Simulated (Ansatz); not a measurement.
# SiC: band gap under strain

Aim: follow the gap of SiC built on the wurtzite prototype through these states: no strain; -4.0 % strain along z alone; -3.0 % strain along z alone. The table at the end shows which levels were run.

Code: Ansatz 0.2.0. PAW datasets, plane waves. No spin polarisation and no zero-point or thermal motion.

**1. The structure to begin with**

The unstrained cell was relaxed with r2SCAN; in each strained cell the atoms were relaxed again with r2SCAN. Names of k-points are those of the unstrained zone, where strain can split equivalent points. First state: no strain.

It is hexagonal, P6_3mc (No. 186); a = 3.075 Å, c = 5.048 Å in the conventional setting, 10.34 Å³ an atom. Si has 4 C at 1.88–1.90 Å; C has 4 Si at 1.88–1.90 Å.

Coordinates:

```cif
data_structure
_symmetry_space_group_name_H-M 'P6_3mc'
_symmetry_Int_Tables_number 186
_cell_length_a 3.0754
_cell_length_b 3.0754
_cell_length_c 5.0481
_cell_angle_alpha 90.000
_cell_angle_beta 90.000
_cell_angle_gamma 120.000
_cell_volume 41.35
loop_
_atom_site_label
_atom_site_type_symbol
_atom_site_symmetry_multiplicity
_atom_site_Wyckoff_symbol
_atom_site_fract_x
_atom_site_fract_y
_atom_site_fract_z
_atom_site_occupancy
Si1 Si 2 b 0.33333 0.66667 0.99959 1
C1 C 2 b 0.33333 0.66667 0.37541 1
```

**2. No strain: PBE**

The input, input.yaml:

```yaml
crystal:
  lattice:
    - [3.0753562392, 0.0, 0.0]
    - [-1.5376781196, 2.6633366288, 0.0]
    - [0.0, 0.0, 5.048108091]
  atoms:
    - { symbol: Si, position: [0.3333333333, 0.6666666667, -0.0004083989] }
    - { symbol: Si, position: [0.6666666667, 0.3333333333, 0.4995916011] }
    - { symbol: C, position: [0.3333333333, 0.6666666667, 0.3754083989] }
    - { symbol: C, position: [0.6666666667, 0.3333333333, 0.8754083989] }
kpoints:
  mp_grid: { grid: [12, 12, 6] }
  band_path:
    path:
      - [0.0, 0.0, 0.0]
      - [0.5, 0.0, 0.0]
      - [0.3333333333, 0.3333333333, 0.0]
      - [0.0, 0.0, 0.5]
      - [0.5, 0.0, 0.5]
      - [0.3333333333, 0.3333333333, 0.5]
    npoints: 1
hamiltonian:
  xc: pbe
scf:
  occupations: { method: fermi_dirac, width: 0.02 }
  n_extra_bands: 5
output:
  forces: true
  stress: true
  eigenvalues: true
  write_density: true
  write_potential: true
  elf: true
  volumetric_format: npy
```

Launch:

```console
$ ansatz run input.yaml --threads 2 --pin off --max-ram 29491MiB --backend cpu --events-out ev --progress --plain --runs-dir out
```

After this run come: No strain: r2SCAN; No strain: HSE06; No strain: r2SCAN; No strain: G0W0@PBE; -4.0 % strain along z alone: PBE; -4.0 % strain along z alone: r2SCAN; -4.0 % strain along z alone: HSE06; -4.0 % strain along z alone: r2SCAN; -4.0 % strain along z alone: G0W0@PBE; -3.0 % strain along z alone: PBE; -3.0 % strain along z alone: r2SCAN; -3.0 % strain along z alone: HSE06; -3.0 % strain along z alone: r2SCAN; -3.0 % strain along z alone: G0W0@PBE.

Q: Predict the outcome of this session.

The runs gave:

Least gap in eV (negative: overlap), with the change from the unstrained cell in brackets. G0W0 is on its own coarse mesh.

```
                      state  volume change (%)           PBE        r2SCAN         HSE06          G0W0
                  no strain               +0.0          2.28          2.65          3.16          3.07
-4.0 % strain along z alone               -4.0  2.24 (-0.04)  2.62 (-0.03)  3.14 (-0.02)  3.04 (-0.03)
-3.0 % strain along z alone               -3.0  2.28 (+0.00)  2.66 (+0.01)  3.18 (+0.02)  3.08 (+0.01)
```

The HSE06 gap hardly moves: by 0.021 eV at most. PBE and HSE06 differ by 0.88 eV on the unstrained gap, and by at most 0.02 eV on its change. G0W0 here is at a finite number of bands, screening cutoff and k mesh, not at the basis limit.
